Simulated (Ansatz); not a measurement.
# HfC (NiAs type): how the settings move a single-point run

How sensitive is a single-point run of HfC (NiAs type) to its settings? A reference run comes first, then four runs with altered input.

Method: reference: DFT PBEsol, scalar-relativistic, plane waves, PAW, in Ansatz 0.2.0.

1 further run of the same task is left out (it didn't finish).

### Step 1. The structure to begin with

It takes space group P6_3/mmc (No. 194, hexagonal). The conventional cell has a = 3.233 Å, b = 3.233 Å, c = 5.719 Å, α = 90.00°, β = 90.00°, γ = 120.00°. Hf (site symmetry -3m) has 6 C at 2.35 Å as nearest neighbours. C (site symmetry -6m2) is surrounded by 6 Hf at 2.35 Å.

Coordinates:

```xyz
4
Lattice="3.2332 0.0000 0.0000 -1.6166 2.8000 0.0000 0.0000 0.0000 5.7188" Properties=species:S:1:pos:R:3 pbc="T T T"
Hf    0.0000    0.0000    0.0000
Hf    0.0000    0.0000    2.8594
C     0.0000    1.8667    1.4297
C     1.6166    0.9333    4.2891
```

### Step 2. Baseline

Contents of input.yaml:

```yaml
crystal:
  lattice:
    - [3.2332086791, 0.0, 0.0]
    - [-1.6166043395, 2.8000408518, 0.0]
    - [0.0, 0.0, 5.7187526075]
  atoms:
    - { symbol: Hf, position: [0.0, 0.0, 0.0] }
    - { symbol: Hf, position: [0.0, 0.0, 0.5] }
    - { symbol: C, position: [0.3333333333, 0.6666666667, 0.25] }
    - { symbol: C, position: [0.6666666667, 0.3333333333, 0.75] }
basis:
  ecutwfc: 420
  ecutrho_ratio: 4
kpoints:
  mp_grid: { grid: [10, 10, 6] }
  band_path:
    path:
      - [[0.0, 0.0, 0.0], [0.5, 0.0, 0.0], [0.33333333, 0.33333333, 0.0], [0.0, 0.0, 0.0], [0.0, 0.0, 0.5], [0.5, 0.0, 0.5], [0.33333333, 0.33333333, 0.5], [0.0, 0.0, 0.5]]
      - [[0.5, 0.0, 0.5], [0.5, 0.0, 0.0]]
      - [[0.33333333, 0.33333333, 0.5], [0.33333333, 0.33333333, 0.0]]
    npoints: 14
hamiltonian:
  xc: pbesol
scf:
  occupations: { method: gaussian, width: 0.05 }
  n_extra_bands: 17
output:
  forces: true
  stress: true
  eigenvalues: true
  populations: true
  dos: { projected: true, de: 0.02, nscf_kmesh: { grid: [15, 15, 9] } }
  bader: false
  write_density: true
  write_potential: true
  elf: true
  volumetric_format: npy
```

The run is started by

```bash
$ ansatz run input.yaml --threads 4 --pin off --max-ram 4096MiB --backend cpu --events-out ev --progress --plain --runs-dir out
```

The main lines of its log:

```text
[...]
Basis set: ecut = 420 eV, 1015 PW (Γ), exchange–correlation on 48×48×80 points (8 copies of the dense FFT grid, shifted against one another)
[...]
k-points: 56 of 600
[...]
SCF iter   1: F=—  HF=-31691.200297 eV  |F-HF|=—  |Δ(HF+E_count)|=         —  Δρ=1.12e-2  dr2=9.32e-2  ethr=1.77e-3  ⟨swp⟩=5.0  Hψ=9285  notcnv=0  defer=170
preconditioner: auto → Kerker (q_TF=auto, 2.796 Å⁻¹)  [metal: Δε(μ)=0.006 eV  Ē_g=22.003 eV  σ=0.050 eV  W_gap=0.07  n_scr=22 (ndim 8)  ℏωp=38.6 eV  f_vac=0.000  D(μ)=1.42/eV (n_scr^D=4)]
SCF iter   2: F=—  HF=-31691.187608 eV  |F-HF|=—  |Δ(HF+E_count)|=   1.27e-2  Δρ=7.00e-3  dr2=3.80e-2  ethr=1.55e-4  ⟨swp⟩=1.2  Hψ=3108  notcnv=0  defer=411
[...]
SCF iter   7: F=—  HF=-31691.178756 eV  |F-HF|=—  |Δ(HF+E_count)|=   7.90e-8  Δρ=1.61e-5  dr2=1.72e-7  ethr=2.94e-9  ⟨swp⟩=2.7  Hψ=3705  notcnv=0  defer=411
SCF iter   8: F=-31691.178756 eV  HF=-31691.178756 eV  |F-HF|=8.95e-10  |Δ(HF+E_count)|=   1.16e-7  Δρ=3.51e-6  dr2=4.48e-9  ethr=1.67e-10  ⟨swp⟩=14.0  Hψ=20048  notcnv=0
[...]
SCF converged after 8 iterations
Free energy (F): -31691.178756 eV
[...]
E sigma→0 (E₀):  -31691.178071 eV
[...]
Fermi energy:    19.193757 eV
[...]
  P = ⅓ Tr σ = -0.0015 GPa (-0.015 kbar)
[...]
```

Wall time 12 s (4 threads of Arm Neoverse N1, shared host); peak memory 0.55 GiB.

### Step 3. Variant: mp_grid.grid [5, 5, 3]

Contents of input.yaml:

```yaml
crystal:
  lattice:
    - [3.233208679079, -2.886743930876e-11, 0.0]
    - [-1.616604339514, 2.800040851833, 0.0]
    - [0.0, 0.0, 5.7187526075]
  atoms:
    - { symbol: Hf, position: [0.0, 0.0, 0.0] }
    - { symbol: Hf, position: [0.0, 0.0, 0.5] }
    - { symbol: C, position: [0.3333333333333, 0.6666666666667, 0.25] }
    - { symbol: C, position: [0.6666666666667, 0.3333333333333, 0.75] }
basis:
  ecutwfc: 420
  ecutrho_ratio: 4
kpoints:
  mp_grid: { grid: [5, 5, 3] }
hamiltonian:
  xc: pbesol
scf:
  occupations: { method: gaussian, width: 0.05 }
output:
  forces: true
  stress: true
```

The run is started by

```bash
$ ansatz run input.yaml --threads 4 --pin off --max-ram 4096MiB --backend cpu --events-out ev --progress --plain --runs-dir out
```

Standard output, shortened:

```text
Warning: RAYON_NUM_THREADS=4 ignored (pool sized by the plan → 4); use --threads N
[...]
Pseudopotentials: kind: paw
Pseudopotential: Hf, paw, valence charge 26, recommended cutoff 420 eV (normal), Hf.paw.azcp
Pseudopotential: C, paw, valence charge 4, recommended cutoff 420 eV (normal), C.paw.azcp
Functional definition: PBEsol
[...]
Crystal: 4 atoms, lattice volume = 51.773 Å³
Basis set: ecut = 420 eV, 1015 PW (Γ), exchange–correlation on 48×48×80 points (8 copies of the dense FFT grid, shifted against one another)
Bands: 36, of which v1, the nominal top of the filled ones, is band 30 counted from 1 (29 counted from 0)
Symmetry: 24 space group operations
Space group: P63/mmc (ITA 194), of the structure as read, at distance tolerance 3.7e-5 Å
k-points: 10 of 75
[...]
SCF iter   1: F=—  HF=-31691.154948 eV  |F-HF|=—  |Δ(HF+E_count)|=         —  Δρ=1.05e-2  dr2=8.01e-2  ethr=1.77e-3  ⟨swp⟩=4.8  Hψ=1141  notcnv=0  defer=1
[...]
SCF iter   8: F=-31691.135926 eV  HF=-31691.135926 eV  |F-HF|=3.33e-8  |Δ(HF+E_count)|=   1.42e-7  Δρ=7.94e-6  dr2=2.49e-8  ethr=1.67e-10  ⟨swp⟩=5.4  Hψ=1561  notcnv=0
[...]
SCF converged after 8 iterations
Free energy (F): -31691.135926 eV
[...]
E sigma→0 (E₀):  -31691.134403 eV
Entropy (-TS):   -0.003046 eV (-0.762 meV/atom)
Fermi energy:    19.248283 eV
[...]
--- Forces (eV/Å), atoms counted from 1 ---
  atom   1  Hf    -0.00000000    -0.00000000     0.00000000
  atom   2  Hf    -0.00000000     0.00000000    -0.00000000
  atom   3  C     -0.00000000     0.00000000     0.00000000
  atom   4  C      0.00000000    -0.00000000    -0.00000000
[...]
--- Stress (GPa, compression-positive) ---
        0.211978      -0.000000      -0.000000
       -0.000000       0.211978      -0.000000
       -0.000000      -0.000000      -0.370231
  P = ⅓ Tr σ = 0.0179 GPa (0.179 kbar)
```

Wall time 1 s (4 threads of Arm Neoverse N1, shared host); peak memory 0.39 GiB.

Changing the k-point mesh moves the energy by +10.7 meV/atom. The energy is not variational in the mesh, so the sign tells nothing. The variant is not converged in its settings.

### Step 4. Variant: xc r2scan, occupations.method cold, occupations.width 0.025

Contents of input.yaml:

```yaml
crystal:
  lattice:
    - [3.233208679079, -2.886743930876e-11, 0.0]
    - [-1.616604339514, 2.800040851833, 0.0]
    - [0.0, 0.0, 5.7187526075]
  atoms:
    - { symbol: Hf, position: [0.0, 0.0, 0.0] }
    - { symbol: Hf, position: [0.0, 0.0, 0.5] }
    - { symbol: C, position: [0.3333333333333, 0.6666666666667, 0.25] }
    - { symbol: C, position: [0.6666666666667, 0.3333333333333, 0.75] }
basis:
  ecutwfc: 420
  ecutrho_ratio: 4
kpoints:
  mp_grid: { grid: [10, 10, 6] }
hamiltonian:
  xc: r2scan
scf:
  occupations: { method: cold, width: 0.025 }
output:
  forces: true
  stress: true
```

The run is started by

```bash
$ ansatz run input.yaml --threads 4 --pin off --max-ram 4096MiB --backend cpu --events-out ev --progress --plain --runs-dir out
```

Standard output, shortened:

```text
Warning: basis.ecutwfc = 420 eV is below the records' recommended 500 eV, and the density's cutoff is lower with it unless basis.ecutrho_ratio is high enough to keep the records' density cutoff: compare with a run at a higher cutoff
Warning: basis.ecutrho_ratio = 4 (ecutrho = 1680 eV) is below the records' recommended 2000 eV
Warning: RAYON_NUM_THREADS=4 ignored (pool sized by the plan → 4); use --threads N
[...]
Pseudopotentials: kind: paw
Pseudopotential: Hf, paw, valence charge 26, recommended cutoff 500 eV (meta_gga), Hf.paw.azcp
Pseudopotential: C, paw, valence charge 4, recommended cutoff 500 eV (meta_gga), C.paw.azcp
Functional definition: r2SCAN
[...]
Crystal: 4 atoms, lattice volume = 51.773 Å³
Basis set: ecut = 420 eV, 1015 PW (Γ), exchange–correlation on 96×96×160 points (64 copies of the dense FFT grid, shifted against one another)
Bands: 36, of which v1, the nominal top of the filled ones, is band 30 counted from 1 (29 counted from 0)
Symmetry: 24 space group operations
[...]
SCF iter   8: F=-31971.582153 eV  HF=-31971.582153 eV  |F-HF|=2.25e-9  |Δ(HF+E_count)|=   4.52e-8  S|Δr|=    0.00e0  Δρ=3.71e-6  dr2=9.50e-9  dr2_τ=9.19e-10  ethr=1.67e-10  ⟨swp⟩=5.0  Hψ=7663  notcnv=0
[...]
SCF converged after 8 iterations
Stability not checked: this state was not tested for a lower state beside it, because cold or Methfessel-Paxton smearing, or corrected tetrahedra, fill the levels in a way that the test cannot read (fill_not_monotonic; see scf.lower_state_search)
Free energy (F): -31971.582153 eV
[...]
E sigma→0 (E₀):  -31971.582129 eV
Entropy (-TS):   -0.000072 eV (-0.018 meV/atom)
Fermi energy:    19.262802 eV
[...]
--- Forces (eV/Å), atoms counted from 1 ---
  atom   1  Hf    -0.00000000     0.00000000     0.00000000
  atom   2  Hf    -0.00000000    -0.00000000    -0.00000000
  atom   3  C     -0.00000000     0.00000000     0.00000000
  atom   4  C      0.00000000    -0.00000000    -0.00000000
[...]
--- Stress (GPa, compression-positive) ---
        4.977634      -0.000000      -0.000000
       -0.000000       4.977634      -0.000000
       -0.000000      -0.000000       3.323341
  P = ⅓ Tr σ = 4.4262 GPa (44.262 kbar)
```

Run time: 5.6 s. Hardware: 4 threads of Arm Neoverse N1, shared host; peak memory 0.56 GiB.

Total energies don't compare across a change of functional; the pressure goes from 0.0 to 4.4 GPa. The smearing changed too. The cutoff is under what these potentials recommend, as the log warns, so basis error is mixed in.

### Step 5. Variant: ecutrho_ratio 8, dr2_threshold 1.0e-06

Contents of input.yaml:

```yaml
crystal:
  lattice:
    - [3.233208679079, -2.886743930876e-11, 0.0]
    - [-1.616604339514, 2.800040851833, 0.0]
    - [0.0, 0.0, 5.7187526075]
  atoms:
    - { symbol: Hf, position: [0.0, 0.0, 0.0] }
    - { symbol: Hf, position: [0.0, 0.0, 0.5] }
    - { symbol: C, position: [0.3333333333333, 0.6666666666667, 0.25] }
    - { symbol: C, position: [0.6666666666667, 0.3333333333333, 0.75] }
basis:
  ecutwfc: 420
  ecutrho_ratio: 8
kpoints:
  mp_grid: { grid: [10, 10, 6] }
hamiltonian:
  xc: pbesol
scf:
  occupations: { method: gaussian, width: 0.05 }
  convergence: { dr2_threshold: 1.0e-06 }
output:
  forces: true
  stress: true
```

The run is started by

```bash
$ ansatz run input.yaml --threads 4 --pin off --max-ram 4096MiB --backend cpu --events-out ev --progress --plain --runs-dir out
```

Standard output, shortened:

```text
Warning: scf.convergence.dr2_threshold = 1e-6 eV is looser than this run's default, which is 1e-7 eV or tighter. The error in the forces grows as the threshold's square root, so leave the key out unless less accurate forces are enough
Warning: output.stress: scf.convergence.dr2_threshold = 1e-6 eV is looser than the 4e-10 eV advised for a printed stress (1e-10 eV for each atom of the cell: 4). What an SCF threshold leaves in a stress goes as its square root, and in the free energy as the threshold itself, and one [...]
Warning: RAYON_NUM_THREADS=4 ignored (pool sized by the plan → 4); use --threads N
[...]
Pseudopotentials: kind: paw
Pseudopotential: Hf, paw, valence charge 26, recommended cutoff 420 eV (normal), Hf.paw.azcp
Pseudopotential: C, paw, valence charge 4, recommended cutoff 420 eV (normal), C.paw.azcp
Functional definition: PBEsol
[...]
Crystal: 4 atoms, lattice volume = 51.773 Å³
Basis set: ecut = 420 eV, 1015 PW (Γ), exchange–correlation on 64×64×120 points (8 copies of the dense FFT grid, shifted against one another)
Bands: 36, of which v1, the nominal top of the filled ones, is band 30 counted from 1 (29 counted from 0)
Symmetry: 24 space group operations
Space group: P63/mmc (ITA 194), of the structure as read, at distance tolerance 3.7e-5 Å
k-points: 56 of 600
[...]
SCF iter   1: F=—  HF=-31691.200303 eV  |F-HF|=—  |Δ(HF+E_count)|=         —  Δρ=1.12e-2  dr2=9.28e-2  ethr=1.77e-3  ⟨swp⟩=4.5  Hψ=6304  notcnv=0  defer=2
[...]
SCF iter   7: F=-31691.178758 eV  HF=-31691.178758 eV  |F-HF|=1.55e-7  |Δ(HF+E_count)|=   2.00e-6  Δρ=2.27e-5  dr2=2.11e-7  ethr=1.67e-9  ⟨swp⟩=5.6  Hψ=8701  notcnv=0
[...]
SCF converged after 7 iterations
Free energy (F): -31691.178758 eV
[...]
E sigma→0 (E₀):  -31691.178073 eV
Entropy (-TS):   -0.001370 eV (-0.342 meV/atom)
Fermi energy:    19.193750 eV
[...]
--- Forces (eV/Å), atoms counted from 1 ---
  atom   1  Hf    -0.00000000     0.00000000     0.00000000
  atom   2  Hf    -0.00000000     0.00000000    -0.00000000
  atom   3  C     -0.00000000     0.00000000     0.00000000
  atom   4  C      0.00000000    -0.00000000    -0.00000000
[...]
--- Stress (GPa, compression-positive) ---
       -0.004576      -0.000000      -0.000000
       -0.000000      -0.004576      -0.000000
       -0.000000      -0.000000       0.006369
  P = ⅓ Tr σ = -0.0009 GPa (-0.009 kbar)
```

Run time: 2.7 s. Hardware: 4 threads of Arm Neoverse N1, shared host; peak memory 0.5 GiB.

Changing the numerical grids and convergence setting hardly moves the energy: 0.0 meV/atom.

### Step 6. Changed: xc r2scan

Contents of input.yaml:

```yaml
crystal:
  lattice:
    - [3.233208679079, -2.886743930876e-11, 0.0]
    - [-1.616604339514, 2.800040851833, 0.0]
    - [0.0, 0.0, 5.7187526075]
  atoms:
    - { symbol: Hf, position: [0.0, 0.0, 0.0] }
    - { symbol: Hf, position: [0.0, 0.0, 0.5] }
    - { symbol: C, position: [0.3333333333333, 0.6666666666667, 0.25] }
    - { symbol: C, position: [0.6666666666667, 0.3333333333333, 0.75] }
basis:
  ecutwfc: 420
  ecutrho_ratio: 4
kpoints:
  mp_grid: { grid: [10, 10, 6] }
hamiltonian:
  xc: r2scan
scf:
  occupations: { method: gaussian, width: 0.05 }
output:
  forces: true
  stress: true
```

The run is started by

```bash
$ ansatz run input.yaml --threads 4 --pin off --max-ram 4096MiB --backend cpu --events-out ev --progress --plain --runs-dir out
```

Standard output, shortened:

```text
Warning: basis.ecutwfc = 420 eV is below the records' recommended 500 eV, and the density's cutoff is lower with it unless basis.ecutrho_ratio is high enough to keep the records' density cutoff: compare with a run at a higher cutoff
Warning: basis.ecutrho_ratio = 4 (ecutrho = 1680 eV) is below the records' recommended 2000 eV
Warning: RAYON_NUM_THREADS=4 ignored (pool sized by the plan → 4); use --threads N
[...]
Pseudopotentials: kind: paw
Pseudopotential: Hf, paw, valence charge 26, recommended cutoff 500 eV (meta_gga), Hf.paw.azcp
Pseudopotential: C, paw, valence charge 4, recommended cutoff 500 eV (meta_gga), C.paw.azcp
Functional definition: r2SCAN
[...]
Crystal: 4 atoms, lattice volume = 51.773 Å³
Basis set: ecut = 420 eV, 1015 PW (Γ), exchange–correlation on 96×96×160 points (64 copies of the dense FFT grid, shifted against one another)
Bands: 36, of which v1, the nominal top of the filled ones, is band 30 counted from 1 (29 counted from 0)
Symmetry: 24 space group operations
Space group: P63/mmc (ITA 194), of the structure as read, at distance tolerance 3.7e-5 Å
k-points: 56 of 600
[...]
SCF iter   1: F=—  HF=-31971.526117 eV  |F-HF|=—  |Δ(HF+E_count)|=         —  Δρ=1.11e-2  dr2=4.98e-2  dr2_τ=2.51e-1  ethr=1.77e-3  ⟨swp⟩=5.2  Hψ=6445  notcnv=0  defer=4
[...]
SCF iter   9: F=-31971.582758 eV  HF=-31971.582758 eV  |F-HF|=6.15e-10  |Δ(HF+E_count)|=   1.53e-8  Δρ=2.49e-6  dr2=3.55e-9  dr2_τ=1.72e-10  ethr=1.67e-10  ⟨swp⟩=4.6  Hψ=7410  notcnv=0
[...]
SCF converged after 9 iterations
Free energy (F): -31971.582758 eV
[...]
E sigma→0 (E₀):  -31971.582212 eV
Entropy (-TS):   -0.001091 eV (-0.273 meV/atom)
Fermi energy:    19.266595 eV
[...]
--- Forces (eV/Å), atoms counted from 1 ---
  atom   1  Hf    -0.00000000     0.00000000     0.00000000
  atom   2  Hf    -0.00000000     0.00000000    -0.00000000
  atom   3  C      0.00000000     0.00000000     0.00000000
  atom   4  C     -0.00000000    -0.00000000    -0.00000000
[...]
--- Stress (GPa, compression-positive) ---
        5.025332      -0.000000      -0.000000
       -0.000000       5.025332      -0.000000
       -0.000000      -0.000000       3.295293
  P = ⅓ Tr σ = 4.4487 GPa (44.487 kbar)
```

Wall time 5.4 s (4 threads of Arm Neoverse N1, shared host); peak memory 0.55 GiB.

After a change of functional the difference of the totals has no physical meaning; the pressure goes from 0.0 to 4.4 GPa. The cutoff is under what these potentials recommend, as the log warns, so basis error is mixed in.

### Step 7. Side by side

| run | ending | energy change | pressure (GPa) | gap (eV) | force (eV/Å) | cycles | time |
| --- | --- | --- | --- | --- | --- | --- | --- |
| reference | converged | 0 | 0.0 | 0.00 | 0.00 | 8 | 12 s |
| 1: mp_grid.grid [5, 5, 3] | converged | +10.7 meV/atom | 0.0 | 0.00 | 0.00 | 8 | 1 s |
| 2: xc r2scan, occupations.method cold, occupations.width 0.025 | converged | not comparable | 4.4 | 0.00 | 0.00 | 8 | 5.6 s |
| 3: ecutrho_ratio 8, dr2_threshold 1.0e-06 | converged | 0.0 meV/atom | 0.0 | 0.00 | 0.00 | 7 | 2.7 s |
| 4: xc r2scan | converged | not comparable | 4.4 | 0.00 | 0.00 | 9 | 5.4 s |

Times don't compare one to one where runs were asked for different outputs or read a saved state (see the inputs); cycles may leave out searches for a lower state.

Residual by cycle in the longest SCF loop of each run; runs are numbered as in the table. The quantity is the density residual dr2, in eV.

```
cycle  reference    run 1    run 2    run 3   run 4
    1     0.0932   0.0801   0.0497   0.0928  0.0498
    2      0.038  0.00295   0.0242  0.00876  0.0243
    3     8.5e-4  0.00115  0.00909  0.00137  0.0114
    4     3.4e-4   4.1e-4   5.2e-4   5.2e-4  5.9e-4
    5     3.5e-5   2.3e-5   2.4e-5   3.9e-5  1.4e-4
    6     1.8e-6   4.1e-6   8.0e-7   2.6e-6  7.9e-6
    7     1.7e-7   3.9e-7   1.0e-7   2.1e-7  2.7e-7
    8     4.5e-9   2.5e-8   9.5e-9        -  1.6e-7
    9          -        -        -        -  3.5e-9
```

Of the converged runs whose energies compare with the reference's, «mp_grid.grid [5, 5, 3]» moves the energy most (+10.7 meV/atom) and «ecutrho_ratio 8, dr2_threshold 1.0e-06» least (0.0 meV/atom). Runs 2 and 4 ran under the cutoff that the potentials recommend, as the log warns, so basis error is mixed into their values. Of the variants the dearest is «xc r2scan, occupations.method cold, occupations.width 0.025» (5.6 s), the cheapest «mp_grid.grid [5, 5, 3]» (1 s), on a shared host.
